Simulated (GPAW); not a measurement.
# How the k mesh moves the magnetism of 1 ML Ni on Cu(001), 1 substrate layers, part 2 of 2

Wanted: the cheapest choice of the k mesh that holds the magnetic results of 1 ML Ni on Cu(001), 1 substrate layers.

GPAW 26.7.0; PBE; plane waves with GPAW's PAW setups, scalar-relativistic.

So far, largest spin moment in the augmentation sphere (μB): step 2 (rung 1 (mesh 4×4×1), start ferro +) 0.391; step 4 (rung 2 (mesh 6×6×1), start ferro +) 0.470; step 5 (rung 2 (mesh 6×3×1), start antiferro q=(0,1/2,0) +-) 0.488; step 6 (rung 3 (mesh 8×8×1), start ferro +) 0.688; step 7 (rung 3 (mesh 8×4×1), start antiferro q=(0,1/2,0) +-) 0.348.

## (8) Rung 4 (mesh 10×10×1), start ferro +

File order1.py:

```python
import json
import numpy as np
from ase import Atoms
from ase.parallel import paropen, parprint
from gpaw import GPAW

atoms = Atoms(['Cu', 'Ni'],
    cell=[[2.556191, 0.0, 0.0],
         [0.0, 2.556191, 0.0],
         [0.0, 0.0, 15.753211]],
    scaled_positions=[[0.0, 0.0, 0.444354],
         [0.5, 0.5, 0.555646]],
    pbc=True,
    magmoms=[0.0, 1.0])
atoms.calc = GPAW(mode={'name': 'pw', 'ecut': 550},
    xc='PBE',
    kpts={'size': (10, 10, 1), 'gamma': True},
    occupations={'name': 'fermi-dirac', 'width': 0.05},
    convergence={'density': 1e-05, 'energy': 1e-05},
    maxiter=200,
    symmetry={'tolerance': 1e-4},
    txt='order1.txt')
e = atoms.get_potential_energy(force_consistent=True)
res = {'free_energy': e, 'energy_sigma0': atoms.get_potential_energy(), 'fermi_energy': atoms.calc.get_fermi_level()}
res['moments'] = atoms.get_magnetic_moments().tolist()
res['total'] = atoms.get_magnetic_moment()
parprint('site moments (muB):', np.round(res['moments'], 3))
parprint(f"total moment: {res['total']:.3f} muB")
parprint(f'free energy: {e:.6f} eV')
atoms.calc.write('order1.gpw')
with paropen('results.json', 'w') as f:
    json.dump(res, f)
```

Command:

```bash
$ OMP_NUM_THREADS=1 mpirun -n 2 gpaw python order1.py > order1.log
```

Numbers of over 12 decimals in the logs are rounded to 6 here.

What it wrote:

```text
site moments (muB): [0.013 0.599]
total moment: 0.571 muB
free energy: -9.341242 eV

--- order1.txt ---
Input parameters:
  mode=PW(ecut=550),
  convergence={'density': 1e-05, 'energy': 1e-05},
  kpts=MonkhorstPack(size=(10, 10, 1), gamma=True),
  maxiter=200,
  occupations=Occupations(name='fermi-dirac', width=0.05),
  symmetry=Symmetry(tolerance=0.0001),
  xc=XC(name='PBE')

Diagonalizing LCAO Hamiltonian
[...]
|          9 |        -3.596 |     1.000 |        -3.555 |     1.000 |
|         10 |        -3.344 |     1.000 |        -3.301 |     1.000 |
[...]
|         17 |         2.901 |     0.000 |         2.889 |     0.000 |
|         18 |         4.800 |     0.000 |         4.791 |     0.000 |
|         19 |         5.673 |     0.000 |         5.679 |     0.000 |
|         20 |         8.841 |     0.000 |         8.833 |     0.000 |

No gap
No difference between direct/indirect transitions

[key lines of the parts left out:]
Free energy:      -9.341242
Converged in 20 steps
dipole moment: (-5.533999, -5.533999, -0.018207)  # |e|*Ang
Fermi level: -1.923
```

It took 31 s on 2 MPI ranks of Arm Neoverse V2, shared host; peak memory 0.45 GiB; 62 s of CPU time.

Read from the output:

* magnetization: 0.5713 μB
* final state: ferromagnetic
* largest moment: 0.5993 μB

The largest moment moves by -0.09 μB from rung 3, at 1.6 times its CPU time.

## (9) Rung 4 (mesh 10×5×1), start antiferro q=(0,1/2,0) +-

File order2.py:

```python
import json
import numpy as np
from ase import Atoms
from ase.parallel import paropen, parprint
from gpaw import GPAW

atoms = Atoms(['Cu', 'Cu', 'Ni', 'Ni'],
    cell=[[2.556191, 0.0, 0.0],
         [0.0, 5.112382, 0.0],
         [0.0, 0.0, 15.753211]],
    scaled_positions=[[0.0, 0.0, 0.444354],
         [0.0, 0.5, 0.444354],
         [0.5, 0.25, 0.555646],
         [0.5, 0.75, 0.555646]],
    pbc=True,
    magmoms=[0.0, 0.0, 1.0, -1.0])
atoms.calc = GPAW(mode={'name': 'pw', 'ecut': 550},
    xc='PBE',
    kpts={'size': (10, 5, 1), 'gamma': True},
    occupations={'name': 'fermi-dirac', 'width': 0.05},
    convergence={'density': 1e-05, 'energy': 1e-05},
    maxiter=200,
    symmetry={'tolerance': 1e-4},
    txt='order2.txt')
e = atoms.get_potential_energy(force_consistent=True)
res = {'free_energy': e, 'energy_sigma0': atoms.get_potential_energy(), 'fermi_energy': atoms.calc.get_fermi_level()}
res['moments'] = atoms.get_magnetic_moments().tolist()
res['total'] = atoms.get_magnetic_moment()
parprint('site moments (muB):', np.round(res['moments'], 3))
parprint(f"total moment: {res['total']:.3f} muB")
parprint(f'free energy: {e:.6f} eV')
atoms.calc.write('order2.gpw')
with paropen('results.json', 'w') as f:
    json.dump(res, f)
```

Command:

```bash
$ OMP_NUM_THREADS=1 mpirun -n 2 gpaw python order2.py > order2.log
```

What it wrote:

```text
site moments (muB): [-0.    -0.     0.361 -0.361]
total moment: 0.000 muB
free energy: -18.650007 eV

--- order2.txt ---
Input parameters:
  mode=PW(ecut=550),
  convergence={'density': 1e-05, 'energy': 1e-05},
  kpts=MonkhorstPack(size=(10, 5, 1), gamma=True),
  maxiter=200,
  occupations=Occupations(name='fermi-dirac', width=0.05),
  symmetry=Symmetry(tolerance=0.0001),
  xc=XC(name='PBE')

[...]
|         21 |        -3.164 |     1.000 |        -3.164 |     1.000 |
[...]
|         31 |         2.071 |     0.000 |         2.071 |     0.000 |
|         32 |         2.676 |     0.000 |         2.676 |     0.000 |
|         33 |         2.746 |     0.000 |         2.746 |     0.000 |
|        ... |               |           |               |           |
|         36 |         5.674 |     0.000 |         5.674 |     0.000 |

No gap
No difference between direct/indirect transitions

[key lines of the parts left out:]
Free energy:     -18.650007
Converged in 21 steps
dipole moment: (-11.066919, -11.066917, -0.039831)  # |e|*Ang
Fermi level: -1.950
```

The job ended after 1.8 min (2 MPI ranks; peak memory 0.64 GiB; 3.7 min of CPU time).

This step gave:

```
magnetization  : 0 μB
final state    : antiferromagnetic
largest moment : 0.3606 μB
```

This start lies +16.2 meV a seeded atom from the first, a change of -5.7 meV since rung 3; its largest moment is 0.361 μB.

## (10) Rung 5 (mesh 14×14×1), start ferro +

order1.py is the script of step 8 with these lines changed:

```diff
@@ -16,3 +16,3 @@
     xc='PBE',
-    kpts={'size': (10, 10, 1), 'gamma': True},
+    kpts={'size': (14, 14, 1), 'gamma': True},
     occupations={'name': 'fermi-dirac', 'width': 0.05},
```

Command:

```bash
$ OMP_NUM_THREADS=1 mpirun -n 2 gpaw python order1.py > order1.log
```

What it wrote:

```text
site moments (muB): [0.024 0.648]
total moment: 0.647 muB
free energy: -9.336893 eV

--- order1.txt ---
Input parameters:
  mode=PW(ecut=550),
  convergence={'density': 1e-05, 'energy': 1e-05},
  kpts=MonkhorstPack(size=(14, 14, 1), gamma=True),
  maxiter=200,
  occupations=Occupations(name='fermi-dirac', width=0.05),
  symmetry=Symmetry(tolerance=0.0001),
  xc=XC(name='PBE')

Diagonalizing LCAO Hamiltonian
[...]
|          9 |        -3.607 |     1.000 |        -3.547 |     1.000 |
|         10 |        -3.349 |     1.000 |        -3.295 |     1.000 |
[...]
|         17 |         2.895 |     0.000 |         2.892 |     0.000 |
|         18 |         4.796 |     0.000 |         4.796 |     0.000 |
|         19 |         5.667 |     0.000 |         5.684 |     0.000 |
|         20 |         8.836 |     0.000 |         8.838 |     0.000 |

No gap
No difference between direct/indirect transitions

[key lines of the parts left out:]
Free energy:      -9.336893
Converged in 16 steps
dipole moment: (-5.534450, -5.534450, -0.017827)  # |e|*Ang
Fermi level: -1.910
```

Wall time 40 s (2 MPI ranks); peak memory 0.49 GiB.

This step gave:

```yaml
magnetization: 0.6474 μB
final_state: ferromagnetic
largest_moment: 0.6480 μB
```

The largest moment moves by +0.05 μB from rung 4, at 1.3 times its CPU time.

## (11) Rung 5 (mesh 14×7×1), start antiferro q=(0,1/2,0) +-

order2.py is the script of step 9 with these lines changed:

```diff
@@ -18,3 +18,3 @@
     xc='PBE',
-    kpts={'size': (10, 5, 1), 'gamma': True},
+    kpts={'size': (14, 7, 1), 'gamma': True},
     occupations={'name': 'fermi-dirac', 'width': 0.05},
```

Command:

```bash
$ OMP_NUM_THREADS=1 mpirun -n 2 gpaw python order2.py > order2.log
```

What it wrote:

```text
site moments (muB): [ 0.     0.     0.325 -0.324]
total moment: 0.001 muB
free energy: -18.635614 eV

--- order2.txt ---
Input parameters:
  mode=PW(ecut=550),
  convergence={'density': 1e-05, 'energy': 1e-05},
  kpts=MonkhorstPack(size=(14, 7, 1), gamma=True),
  maxiter=200,
  occupations=Occupations(name='fermi-dirac', width=0.05),
  symmetry=Symmetry(tolerance=0.0001),
  xc=XC(name='PBE')

[...]
|         21 |        -3.148 |     1.000 |        -3.148 |     1.000 |
[...]
|         31 |         2.073 |     0.000 |         2.073 |     0.000 |
|         32 |         2.688 |     0.000 |         2.688 |     0.000 |
|         33 |         2.744 |     0.000 |         2.744 |     0.000 |
|        ... |               |           |               |           |
|         36 |         5.672 |     0.000 |         5.672 |     0.000 |

No gap
No difference between direct/indirect transitions

[key lines of the parts left out:]
Free energy:     -18.635614
Converged in 25 steps
dipole moment: (-11.066190, -11.066212, -0.039727)  # |e|*Ang
Fermi level: -1.923
```

Run time: 3.9 min. Hardware: 2 MPI ranks; peak memory 0.77 GiB.

Numbers from this step:

```
magnetization  : 0 μB
final state    : antiferromagnetic
largest moment : 0.3253 μB
```

This start lies +19.1 meV a seeded atom from the first, a change of +2.8 meV since rung 4; its largest moment is 0.325 μB.

## (12) Side by side

Ladder, by row:

```
rung     mesh  state from the first start  state from the second start  second less first (meV a seeded atom)  moment, first (μB)  moment, second (μB)  CPU time (s)
   1    4x4x1               ferromagnetic            antiferromagnetic                                  7.177              0.3912               0.1669         110.4
   2    6x6x1               ferromagnetic            antiferromagnetic                                  13.75              0.4702               0.4878         140.4
   3    8x8x1               ferromagnetic            antiferromagnetic                                   21.9              0.6879               0.3482         228.9
   4  10x10x1               ferromagnetic            antiferromagnetic                                  16.24              0.5993               0.3606         281.4
   5  14x14x1               ferromagnetic            antiferromagnetic                                  19.09               0.648               0.3253           549
```

## (13) Outcome

```
range of the moment in the table, first start : 0.391 to 0.688 μB
range of CPU time                             : 1.8 min to 9.1 min
range of the energy difference                : 7.18 to 21.9 meV a seeded atom
```

What this shows: Only the last rung can serve as the reference, and the rung before it is still 2.8 meV away, so convergence is not shown. The first start ends lower on every rung of the table; whether functional and cell give the true order is another question.

[Logs and program files are shortened in this print: banners, set-up blocks, solver, clock and traceback lines can be left out without a mark of their own.]

[Logs are printed without paths, hosts, clocks, repeated set-up lines and the standing remarks that a program may print on its own settings, such as how far it seeks lower states.]

[Hosts, paths, dates, database ids (printed as entryN), source tags and the programs' standing remarks are cut or masked in the printed files.]

[Where a cell is said to come from a database of computed structures, the database is the Materials Project.]
